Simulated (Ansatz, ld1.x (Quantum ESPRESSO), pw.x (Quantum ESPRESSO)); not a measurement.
pw.x on fcc Cs: one setting changed

Potential: PAW, ld1.x (Quantum ESPRESSO) 7.5, PBE; core [Kr] 4d10, reference 5s2 5p6 5d0 6s1 6p0; waves: 5s (bound): rcut 2.25, rcutus 2.80 bohr; 6s (bound): rcut 2.25, rcutus 2.80 bohr; 5p (bound): rcut 2.90, rcutus 3.60 bohr; 6p (bound, empty): rcut 2.90, rcutus 3.60 bohr; 5d (bound, empty): rcut 3.00, rcutus 4.00 bohr; 5d channel at 5.2 Ry: rcut 3.00, rcutus 4.00 bohr; local part: all-electron potential smoothed inside 3.00 bohr (lloc = -2); core correction: Bessel-smoothed model core, default radius (core density twice the valence density); augmentation: BESSEL, radius 2.25 bohr.

The reference run (k-mesh 8³, cutoffs 40/320 Ry, Fermi–Dirac 0.01 Ry, mixing_beta 0.4, conv_thr 1e-9, no spin) gives -0.02 GPa at 117.544 Å³/atom, where all-electron LAPW gives -0.00 GPa. This run, with its own iteration cap, changes k-mesh points per axis to 1, a wrong or extreme entry chosen on purpose.

```
&control
  calculation='scf', prefix='x', pseudo_dir='./', outdir='./tmp', tstress=.true., disk_io='none'
/
&system
  ibrav=0, nat=1, ntyp=1, ecutwfc=40, ecutrho=320, nbnd=12,
  occupations='smearing', smearing='fd', degauss=0.01
/
&electrons
  conv_thr=1e-09, mixing_beta=0.4, electron_maxstep=70
/
ATOMIC_SPECIES
Cs 1.0 Cs.UPF
CELL_PARAMETERS angstrom
  0.00000000 3.88797524 3.88797524
  3.88797524 0.00000000 3.88797524
  3.88797524 3.88797524 0.00000000
ATOMIC_POSITIONS crystal
Cs 0.0000 0.0000 0.0000
K_POINTS automatic
1 1 1 0 0 0
```

```bash
pw.x < Cs.scf.in > Cs.scf.out
```

Problem. How does the run end?

Solution. It converges in 13 iterations; the free energy moves by -915.4 meV/atom and the pressure by +0.35 GPa. The result is not a property of the crystal.

```
Message from routine setup:
     using ibrav=0 with symmetry is DISCOURAGED, use correct ibrav instead
     lattice parameter (alat)  =      10.3905  a.u.
     unit-cell volume          =     793.2262 (a.u.)^3
     number of electrons       =         9.00
     number of Kohn-Sham states=           12
     kinetic-energy cutoff     =      40.0000  Ry
     charge density cutoff     =     320.0000  Ry
     scf convergence threshold =      1.0E-09
     Exchange-correlation= SLA  PW   PBX  PBC
     number of k points=     1  Fermi-Dirac smearing, width (Ry)=  0.0100
     iteration #  1     ecut=    40.00 Ry     beta= 0.40
     total energy              =    -415.82990067 Ry
     estimated scf accuracy    <       0.00106822 Ry
     iteration #  2     ecut=    40.00 Ry     beta= 0.40
     total energy              =    -415.82979696 Ry
     estimated scf accuracy    <       0.00029805 Ry
     iteration #  3     ecut=    40.00 Ry     beta= 0.40
     total energy              =    -415.83007497 Ry
     estimated scf accuracy    <       0.00034155 Ry
     iteration #  4     ecut=    40.00 Ry     beta= 0.40
     total energy              =    -415.83007348 Ry
     estimated scf accuracy    <       0.00049435 Ry
     iteration #  5     ecut=    40.00 Ry     beta= 0.40
     total energy              =    -415.83010240 Ry
     estimated scf accuracy    <       0.00000677 Ry
     iteration #  6     ecut=    40.00 Ry     beta= 0.40
     total energy              =    -415.83009691 Ry
     estimated scf accuracy    <       0.00004208 Ry
     iteration #  7     ecut=    40.00 Ry     beta= 0.40
     total energy              =    -415.83009945 Ry
     estimated scf accuracy    <       0.00000003 Ry
     iteration #  8     ecut=    40.00 Ry     beta= 0.40
     total energy              =    -415.83009988 Ry
     estimated scf accuracy    <       0.00000032 Ry
     iteration #  9     ecut=    40.00 Ry     beta= 0.40
     total energy              =    -415.83009979 Ry
     estimated scf accuracy    <       0.00000020 Ry
     iteration # 10     ecut=    40.00 Ry     beta= 0.40
     total energy              =    -415.83009982 Ry
     estimated scf accuracy    <       0.00000007 Ry
     iteration # 11     ecut=    40.00 Ry     beta= 0.40
     total energy              =    -415.83009982 Ry
     estimated scf accuracy    <       0.00000001 Ry
     iteration # 12     ecut=    40.00 Ry     beta= 0.40
     total energy              =    -415.83009983 Ry
     estimated scf accuracy    <          2.6E-09 Ry
     iteration # 13     ecut=    40.00 Ry     beta= 0.40
     the Fermi energy is     0.2483 ev
!    total energy              =    -415.83009983 Ry
     estimated scf accuracy    <          6.7E-10 Ry
     smearing contrib. (-TS)   =      -0.01386294 Ry
     The total energy is F=E-TS. E is the sum of the following terms:
     one-electron contribution =     -16.64458650 Ry
     hartree contribution      =      12.63597789 Ry
     xc contribution           =     -56.47643471 Ry
     ewald contribution        =     -25.27312475 Ry
     one-center paw contrib.   =    -330.05806882 Ry
     convergence has been achieved in  13 iterations
          total   stress  (Ry/bohr**3)                   (kbar)     P=        3.34
     Message from routine punch:
     Nothing written, as per user request (disk_io='none')
```

The run took about 12 s on one core of a shared host (Neoverse-V2, 96 threads, 742 GiB, load 29).
